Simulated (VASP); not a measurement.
# BN (F-43m) in VASP: further runs, part 3 of 4

VASP 6.6.1.

### Step 4. Band structure, TB-mBJ

File POSCAR:

```
BN
1.0
    0.0000000000      1.8130010000      1.8130010000
    1.8130010000      0.0000000000      1.8130010000
    1.8130010000      1.8130010000      0.0000000000
N B
1 1
Direct
    0.2500000000      0.2500000000      0.2500000000
    0.0000000000      0.0000000000      0.0000000000
```

File INCAR.step1:

```
PREC     = Medium         # precision mode
ENCUT    = 900            # plane-wave cutoff, eV
EDIFF    = 1E-5           # SCF threshold, eV
ISMEAR   = 0              # smearing method
SIGMA    = 0.01           # smearing width, eV
LREAL    = False          # projectors in reciprocal space
LASPH    = True           # aspherical terms in the spheres
NELM     = 80             # most SCF steps
ALGO     = Normal         # electronic algorithm
ISIF     = 2              # what is computed and relaxed
LWAVE    = True           # write WAVECAR
LCHARG   = False          # write CHGCAR
NBANDS   = 11             # bands
NELECT   = 8.02         
GGA      = PE             # functional
```

File INCAR.step2:

```
PREC     = Medium         # precision mode
ENCUT    = 900            # plane-wave cutoff, eV
EDIFF    = 1E-6           # SCF threshold, eV
ISMEAR   = 0              # smearing method
SIGMA    = 0.01           # smearing width, eV
LREAL    = False          # projectors in reciprocal space
LASPH    = True           # aspherical terms in the spheres
NELM     = 80             # most SCF steps
ALGO     = Normal         # electronic algorithm
ISIF     = 2              # what is computed and relaxed
LWAVE    = False          # write WAVECAR
LCHARG   = False          # write CHGCAR
METAGGA  = MBJ            # meta-GGA
NBANDS   = 11             # bands
NELECT   = 8.02         
ISTART   = 1
```

File KPOINTS:

```
Automatic mesh
0
Gamma
  13 13 13
```

File KPOINTS_OPT:

```
path GXWKGLUWLK,UX
20
line-mode
reciprocal
 0.0000000000  0.0000000000  0.0000000000  G
 0.5000000000  0.0000000000  0.5000000000  X

 0.5000000000  0.0000000000  0.5000000000  X
 0.5000000000  0.2500000000  0.7500000000  W

 0.5000000000  0.2500000000  0.7500000000  W
 0.3750000000  0.3750000000  0.7500000000  K

 0.3750000000  0.3750000000  0.7500000000  K
 0.0000000000  0.0000000000  0.0000000000  G

 0.0000000000  0.0000000000  0.0000000000  G
 0.5000000000  0.5000000000  0.5000000000  L

 0.5000000000  0.5000000000  0.5000000000  L
 0.6250000000  0.2500000000  0.6250000000  U

 0.6250000000  0.2500000000  0.6250000000  U
 0.5000000000  0.2500000000  0.7500000000  W

 0.5000000000  0.2500000000  0.7500000000  W
 0.5000000000  0.5000000000  0.5000000000  L

 0.5000000000  0.5000000000  0.5000000000  L
 0.3750000000  0.3750000000  0.7500000000  K

 0.6250000000  0.2500000000  0.6250000000  U
 0.5000000000  0.0000000000  0.5000000000  X
```

Potentials or basis: VASP PAW PBE potentials, release 64 (N_h, B_h).

Launch:

```sh
> cat potpaw_PBE.64/N_h/POTCAR potpaw_PBE.64/B_h/POTCAR > POTCAR
> cp INCAR.step1 INCAR
> mpirun -np 1 vasp_std > vasp.out
> cp INCAR.step2 INCAR
> mpirun -np 1 vasp_std > vasp.out
```

OUTCAR:

```text
PREC = Medium
   ENCUT = 900
   EDIFF = 1E-6
   ISMEAR = 0
   LREAL = False
   LASPH = True
   NELM = 80
   ISIF = 2
   METAGGA = MBJ
   NELECT = 8.02
   ISTART = 1

 ion  position               nearest neighbor table
   1  0.250  0.250  0.250-
   2  0.000  0.000  0.000-

  LATTYP: Found a face centered cubic cell.
 ALAT       =     3.6260020000

  Lattice vectors:

 A1 = (   0.0000000000,   1.8130010000,   1.8130010000)
 A2 = (   1.8130010000,   0.0000000000,   1.8130010000)
 A3 = (   1.8130010000,   1.8130010000,   0.0000000000)

Analysis of symmetry for initial positions (statically):
=====================================================================
 Subroutine PRICEL returns:
 Original cell was already a primitive cell.

 Routine SETGRP: Setting up the symmetry group for a
 face centered cubic supercell.

 Subroutine GETGRP returns: Found 24 space group operations
 (whereof 24 operations were pure point group operations)
 out of a pool of 48 trial point group operations.

The static configuration has the point symmetry T_d .
[... 170 lines left out ...]
  band No.  band energies     occupation
      1     -11.6990      2.00000
      2       8.7549      2.00000
      3       8.7549      2.00000
      4       8.7554      2.00000
      5      19.0239      0.00000
      6      19.0239      0.00000
      7      19.0268      0.00000
      8      20.0664      0.00000
      9      35.0654      0.00000
     10      36.3406      0.00000
     11      36.3406      0.00000
[... 309 lines left out ...]
 k-point    24 :       0.4615    0.1538    0.0000
  band No.  band energies     occupation
      1      -7.9669      2.00000
      2      -0.1623      2.00000
      3       5.6422      2.00000
      4       6.1212      2.00000
      5      18.9099      0.00000
      6      21.9769      0.00000
      7      22.7216      0.00000
      8      24.9585      0.00000
      9      31.2466      0.00000
     10      36.6060      0.00000
     11      37.8850      0.00000

 [... further k-points ...]

------------------------ aborting loop because EDIFF is reached ----------------------------------------

  FORCE on cell =-STRESS in cart. coord.  units (eV):
  Direction    XX          YY          ZZ          XY          YZ          ZX
  --------------------------------------------------------------------------------------
  -------------------------------------------------------------------------------------
  Total        8.0911490      8.0911490      8.0911490      0.0000000     -0.0000000     -0.0000000
  in kB     1087.6687601   1087.6687601   1087.6687601      0.0000000     -0.0000000     -0.0000000
  external PRESSURE =    1087.6687601 kB  Pullay stress =       0.0000000 kB

 VOLUME and BASIS-vectors are now :
 -----------------------------------------------------------------------------
  energy-cutoff  :      900.00
  volume of cell :       11.92
      direct lattice vectors                 reciprocal lattice vectors
     0.000000000  1.813001000  1.813001000    -0.275785838  0.275785838  0.275785838
     1.813001000  0.000000000  1.813001000     0.275785838 -0.275785838  0.275785838
     1.813001000  1.813001000  0.000000000     0.275785838  0.275785838 -0.275785838

 POSITION                                       TOTAL-FORCE (eV/Angst)
 -----------------------------------------------------------------------------------
      0.90650      0.90650      0.90650         0.000000      0.000000      0.000000
      0.00000      0.00000      0.00000        -0.000000     -0.000000     -0.000000
 -----------------------------------------------------------------------------------
    total drift:                               -0.001122     -0.001122     -0.001117

  FREE ENERGIE OF THE ION-ELECTRON SYSTEM (eV)
  ---------------------------------------------------
  free  energy   TOTEN  =        -0.1067814130 eV

  energy  without entropy=       -0.1067672875  energy(sigma->0) =       -0.10677435
```

OUTCAR.step1:

```text
PREC = Medium
   ENCUT = 900
   EDIFF = 1E-5
   ISMEAR = 0
   LREAL = False
   LASPH = True
[... 559 lines left out ...]
      0.90650      0.90650      0.90650        -0.000000     -0.000000      0.000000
      0.00000      0.00000      0.00000         0.000000      0.000000     -0.000000
 -----------------------------------------------------------------------------------
    total drift:                               -0.000127     -0.000127     -0.000128

  FREE ENERGIE OF THE ION-ELECTRON SYSTEM (eV)
  ---------------------------------------------------
  free  energy   TOTEN  =       -17.1936573598 eV

  energy  without entropy=      -17.1936432349  energy(sigma->0) =      -17.19365030
```

Run time: 55 s. Hardware: 1 thread of Intel Xeon Platinum 8488C (Sapphire Rapids), shared host; peak memory 0.15 GiB.

These settings aren't checked as converged: the numbers below hold their error.

What came out:

| Quantity | Value |
| --- | --- |
| Band gap along the path | none (metal or under the smearing width) |

Caveat: the cell is charged against a uniform background, so pressure and absolute levels hang on convention; the cutoff is under 1.25 times the usual one of these potentials, so pressure, stress and relaxed cells hold a basis-set (Pulay) error; the PAW data sets were made with another functional, which shifts forces and pressure a little.

### Step 5. Optical spectrum, optB88-vdW, collinear spin, ferromagnetic start (volume scaled by 1.08)

File INCAR:

```
SYSTEM = BN
PREC = Accurate
ENCUT = 520
EDIFF = 1E-7
ISMEAR = -1
SIGMA = 0.05
LREAL = .False.
LASPH = .True.
NELM = 80
ALGO = Normal
ISIF = 2
LWAVE = .False.
LCHARG = .False.
ISPIN = 2
MAGMOM = 0.5 0
LORBIT = 11
GGA = BO
LUSE_VDW = .True.
AGGAC = 0.0
PARAM1 = 0.1833333333
PARAM2 = 0.22
LOPTICS = .True.
NBANDS = 36
NEDOS = 2000
CSHIFT = 0.1
```

File KPOINTS:

```
regular mesh
0
Gamma
  13 13 13
  0 0 0
```

File POSCAR:

```
BN
2.6306
    0.000000000000      0.707105930510      0.707105930510
    0.707105930510      0.000000000000      0.707105930510
    0.707105930510      0.707105930510      0.000000000000
N B
1 1
Direct
    0.2500000000      0.2500000000      0.2500000000
    0.0000000000      0.0000000000      0.0000000000
```

Potentials or basis: VASP PAW PBE potentials, release 54 (N, B).

Launch:

```sh
> cat potpaw_PBE.54/N/POTCAR potpaw_PBE.54/B/POTCAR > POTCAR
> mpirun -np 1 vasp_std > vasp.out
```

OUTCAR:

```text
SYSTEM = BN
   PREC = Accurate
   ENCUT = 520
   EDIFF = 1E-7
   ISMEAR = -1
   LREAL = .False.
   LASPH = .True.
   NELM = 80
   ISIF = 2
   ISPIN = 2
   LORBIT = 11
   GGA = BO

 ion  position               nearest neighbor table
   1  0.250  0.250  0.250-   2 1.61   2 1.61   2 1.61   2 1.61
   2  0.000  0.000  0.000-   1 1.61   1 1.61   1 1.61   1 1.61

  LATTYP: Found a face centered cubic cell.
 ALAT       =     3.7202257216

  Lattice vectors:

 A1 = (   0.0000000000,   1.8601128608,   1.8601128608)
 A2 = (   1.8601128608,   0.0000000000,   1.8601128608)
[... 1376 lines left out ...]
     2.83761     0.29503     0.29503     0.29503     0.00000     0.00000     0.00000
     4.25642     0.23280     0.23280     0.23280     0.00000     0.00000     0.00000
     5.67522     0.23109     0.23109     0.23109     0.00000     0.00000     0.00000
     7.09403     0.30322     0.30322     0.30322     0.00000     0.00000     0.00000
[... 92 lines left out ...]
   139.04296     0.00001     0.00001     0.00001    -0.00000    -0.00000    -0.00000
   140.46177     0.00000     0.00000     0.00000    -0.00000    -0.00000    -0.00000

  frequency dependent      REAL DIELECTRIC FUNCTION (independent particle, no local field effects) current-current
     E(ev)        X           Y           Z          XY          YZ          ZX
  --------------------------------------------------------------------------------------------------------------
     0.00000     4.70781     4.70781     4.70781    -0.00000     0.00000     0.00000
     1.41881     4.76221     4.76221     4.76221    -0.00000     0.00000     0.00000
     2.83761     4.93766     4.93766     4.93766    -0.00000     0.00000     0.00000
     4.25642     5.27744     5.27744     5.27744    -0.00000     0.00000     0.00000
     5.67522     5.89341     5.89341     5.89341    -0.00000     0.00000     0.00000
     7.09403     7.12768     7.12768     7.12768    -0.00000     0.00000     0.00000
[... 92 lines left out ...]
   139.04296     0.95607     0.95607     0.95607     0.00000    -0.00000     0.00000
   140.46177     0.95703     0.95703     0.95703     0.00000    -0.00000     0.00000

 total charge

# of ion       s       p       d       tot
------------------------------------------
    1        1.203   2.702   0.000   3.905
    2        0.644   1.245   0.000   1.888
--------------------------------------------------
tot          1.846   3.947   0.000   5.793

 magnetization (x)

# of ion       s       p       d       tot
------------------------------------------
    1        0.000  -0.000   0.000  -0.000
    2       -0.000  -0.000   0.000  -0.000
--------------------------------------------------
tot         -0.000  -0.000   0.000  -0.000
```

Run time: 87 s. Hardware: 1 thread of Intel Xeon Platinum 8488C (Sapphire Rapids), shared host; peak memory 0.27 GiB.

Results:

| Quantity | Value |
| --- | --- |
| Free energy | -15.4252 eV |
| Pressure | -25.4 GPa |
| Band gap on the k mesh | 4.65 eV, indirect (least direct gap 8.49 eV) |
| Net moment | 0.00 μB per cell |
| Valence electrons inside the program's atomic spheres | N 3.90; B 1.89 |

Levels at points of the mesh, in eV from the valence-band top:
Spin up:
```tsv
k point	band 1	band 2	band 3	band 4	band 5	band 6	band 7	band 8	band 9
(0.00, 0.00, 0.00)	-19.15	0.00	0.00	0.00	8.49	8.49	8.49	9.17	23.33
```
Spin down:
| k point | band 1 | band 2 | band 3 | band 4 | band 5 | band 6 | band 7 | band 8 |
| --- | --- | --- | --- | --- | --- | --- | --- | --- |
| (0.00, 0.00, 0.00) | -19.15 | 0.00 | 0.00 | 0.00 | 8.49 | 8.49 | 8.49 | 9.17 |

Dielectric function (mean over the directions given):
```tsv
energy (eV)	real part	imaginary part
0.28	4.71	0.00
1.28	4.75	0.01
2.34	4.86	0.01
3.33	5.03	0.02
4.40	5.32	0.03
5.39	5.74	0.05
6.46	6.45	0.09
7.52	7.78	0.18
8.51	11.21	1.53
9.58	10.77	8.02
10.57	9.00	12.08
11.63	0.37	12.44
12.63	-3.15	6.71
13.69	-0.98	5.84
14.76	-4.76	4.70
15.75	-2.41	2.55
16.81	-2.40	1.85
17.81	-1.91	1.63
18.87	-1.32	0.88
19.93	-0.82	1.16
```

Caveat: spectra need much finer meshes, so this one isn't converged; independent-particle spectra lack excitons; the PAW data sets were made with another functional, which shifts forces and pressure a little; an odd mesh through Γ misses points on the zone boundary, where band edges often lie.

(Continued in part 4 of 4.)
